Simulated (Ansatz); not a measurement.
This is a single-point calculation with the PAW code Ansatz on MgO (started from an entry of an open crystallographic database); the level of theory is HSE06. The cell was relaxed with r2SCAN and then strained (isotropic -0.97 % on every length), with the atoms relaxed again with r2SCAN; k points keep the names of the unstrained zone.

Input file:
```yaml
crystal:
  lattice:
    - [0.0, 2.0817769957, 2.0817769957]
    - [2.0817769957, 0.0, 2.0817769957]
    - [2.0817769957, 2.0817769957, 0.0]
  atoms:
    - { symbol: Mg, position: [0.0, 0.0, 0.0] }
    - { symbol: O, position: [0.5, 0.5, 0.5] }
kpoints:
  mp_grid: { grid: [8, 8, 8] }
  band_path:
    path:
      - [0.0, 0.0, 0.0]
      - [0.5, 0.0, 0.5]
      - [0.625, 0.25, 0.625]
      - [0.375, 0.375, 0.75]
      - [0.5, 0.5, 0.5]
      - [0.5, 0.25, 0.75]
    npoints: 1
hamiltonian:
  xc: hse06
scf:
  occupations: { method: fixed }
  n_extra_bands: 4
output:
  forces: true
  stress: true
  eigenvalues: true
```

Command: `ansatz run input.yaml --threads 4 --pin off --max-ram 5529MiB --backend cpu --events-out ev --progress --plain --runs-dir out`. Wall time 11 s on 4 threads of Arm Neoverse V1, with other jobs on the host, load about 0.4 per core; peak host memory 0.87 GiB.

Question: Predict the output.

Answer: Abridged output:
```
scf.n_extra_bands = 4 over 8 filled bands (N_el = 16.0): the run solves 12 bands
Functional definition: HSE06
Crystal: 2 atoms, lattice volume = 18.044 Å³
Basis set: ecut = 420 eV, 339 PW (Γ)
Symmetry: 48 space group operations
Space group: Fm-3m (ITA 225)
k-points: 29 of 512
[warm-up without exact exchange]
SCF iter   1: HF=-2494.100925 eV  Δρ=9.38e-4  dr2=9.67e-5
SCF iter   2: HF=-2494.101032 eV  Δρ=4.75e-4  dr2=1.57e-5
SCF 1 stopped early in 2 iterations: F = -2494.101060 eV  dr2 = 1.57e-5
[exact exchange on]
Exchange kernel: α = 0.2500, screened, ω = 0.2079 Å⁻¹, Wigner–Seitz truncation, v(0) = 1046.5412 eV·Å³, q-mesh 8×8×8
SCF iter   1: HF=-2494.341303 eV  Δρ=7.73e-3  dr2=5.69e-3
preconditioner: auto → none  [insulator: Δε(μ)=6.828 eV  ℏωp=24.7 eV]
SCF iter   2: HF=-2494.339080 eV  Δρ=3.83e-3  dr2=1.11e-3
SCF iter   3: HF=-2494.341792 eV  Δρ=1.40e-3  dr2=3.76e-4
SCF iter   4: HF=-2494.341692 eV  Δρ=4.02e-4  dr2=2.13e-5
SCF iter   5: HF=-2494.341703 eV  Δρ=9.36e-5  dr2=1.85e-6
SCF 2 stopped early in 5 iterations: F = -2494.341702 eV  dr2 = 1.85e-6
hybrid outer 1: dexx = +3.277e-3 eV, tail = 3.68e-5 eV
SCF iter   1: HF=-2494.341669 eV  Δρ=1.08e-4  dr2=2.90e-6
SCF iter   2: HF=-2494.341668 eV  Δρ=9.41e-6  dr2=2.42e-8
SCF iter   3: HF=-2494.341668 eV  Δρ=3.61e-6  dr2=9.29e-10
SCF 3 converged in 3 iterations: F = -2494.341668 eV  dr2 = 9.29e-10
hybrid outer 2: dexx = +8.205e-8 eV, tail = 1.22e-8 eV, Δε = 3.80e-3 eV
hybrid SCF converged: 2 outer / 8 inner (+2 warm-up)
Free energy (F): -2494.341668 eV
Fermi energy:    7.306766 eV
--- Stress (GPa, compression-positive) ---
        4.803568       0.000000       0.000000
        0.000000       4.803568       0.000000
        0.000000       0.000000       4.803568
  P = ⅓ Tr σ = 4.8036 GPa (48.036 kbar)
```
Iteration counts and the last digits belong to this one run.

The file bands.tsv (bands near the Fermi energy, numbered from 0, rounded):
```tsv
# k_distance	band_3	band_4	band_5	band_6	band_7	band_8	band_9	band_10	band_11
# fermi_ev = 7.306766
# [0, 0, 0] at k_distance = 0.000000
# [0.5, 0, 0.5] at k_distance = 1.509092
# [0.625, 0.25, 0.625] at k_distance = 2.042636
# [0.375, 0.375, 0.75] at k_distance = 2.966763
# [0.5, 0.5, 0.5] at k_distance = 3.890889
# [0.5, 0.25, 0.75] at k_distance = 4.957978
# levels_relative_to = fermi_ev
0.000	-41.361	-18.997	0.000	0.000	0.000	6.861	18.006	18.006	18.006
1.509	-41.394	-17.277	-4.499	-1.509	-1.509	10.932	12.343	15.786	22.007
2.043	-41.385	-17.242	-3.850	-2.980	-1.289	12.143	14.297	15.049	20.977
2.967	-41.385	-17.242	-3.850	-2.980	-1.289	12.143	14.297	15.049	20.977
3.891	-41.369	-17.516	-5.076	-0.751	-0.751	9.945	15.323	18.779	18.779
4.958	-41.396	-17.202	-3.258	-3.258	-1.957	13.935	13.935	14.733	18.192
```
In order the rows are Γ, X, U, K, L, W.

HSE06 gives a direct gap of 6.86 eV at Γ. At this geometry HSE06 finds +4.8 GPa, compression counted positive: its own equilibrium volume is larger. (The program warns that its thresholds are loose for a hybrid's stress.)

No spin polarisation and no zero-point or thermal motion.

The meshes of the hybrids are coarse, so their gaps aren't converged to the digits shown.
